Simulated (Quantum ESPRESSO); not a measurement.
Runs of Quantum ESPRESSO 7.5 on Cl. Symmetry: Cmce, No. 64, orthorhombic system. The conventional cell has a = 6.290 Å, b = 4.500 Å, c = 8.210 Å, α = 90.00°, β = 90.00°, γ = 90.00°. Around Cl (site symmetry m) lie 1 Cl at 2.02 Å. 

| task | level | potentials or basis | cell | k mesh | cutoff (eV) | smearing | share of exact exchange | q mesh for exact exchange | cutoff for exact exchange | SCF threshold | form of the LDA correlation | mesh quality | pressure (GPa) | V0 of scaled cells (Å³/atom) | B0 (GPa) | largest force (eV/Å) |
| --- | --- | --- | --- | --- | --- | --- | --- | --- | --- | --- | --- | --- | --- | --- | --- | --- |
| band structure | LDA | PseudoDojo 0.4.1 SR LDA standard | as given | 7 × 7 × 4 | 762 | fermi-dirac 0.05 eV | - | - | - | 8e-10 Ry | PW92 | not flagged | -2.5 | - | - | 0.21 |
| equation of state | PBEsol | PseudoDojo 0.4.1 SR PBEsol standard | as given | 7 × 7 × 4 | 789 | fermi-dirac 0.05 eV | - | - | - | 8e-10 Ry | - | not flagged | - | 28.08 | 29 | - |
| phonons | PBE | JTH 2.0 PBE | relaxed | 4 × 4 × 2, shifted | 490 | fermi-dirac 0.05 eV | - | - | - | 8e-10 Ry | - | coarse | 0.1 | - | - | 0.02 |
| equation of state | r2SCAN | SG15 PBE 1.2 | as given | 6 × 6 × 3 | 789 | fermi-dirac 0.05 eV | - | - | - | 1e-08 Ry | - | not flagged | - | (b) | (a) | - |

Alike in all rows: no spin polarisation.

Task: Estimate the missing entries.

Result: (a) 30; (b) 28.81.

Caveats: the cell was scaled at fixed shape and fractional positions, which overstates the stiffness of a crystal with free parameters, most of all of layers and chains (some runs); the volume moved by over 15 % at a fixed basis, so the end points are rough (some runs); the cutoff is low for these files, which shifts pressure and relaxed volume (some runs); the potentials were made for another functional, which shifts forces and pressure (some runs); this potential file gives levels or pressures that part from those of other sets (some runs).

Not every run made on this cell is shown here.
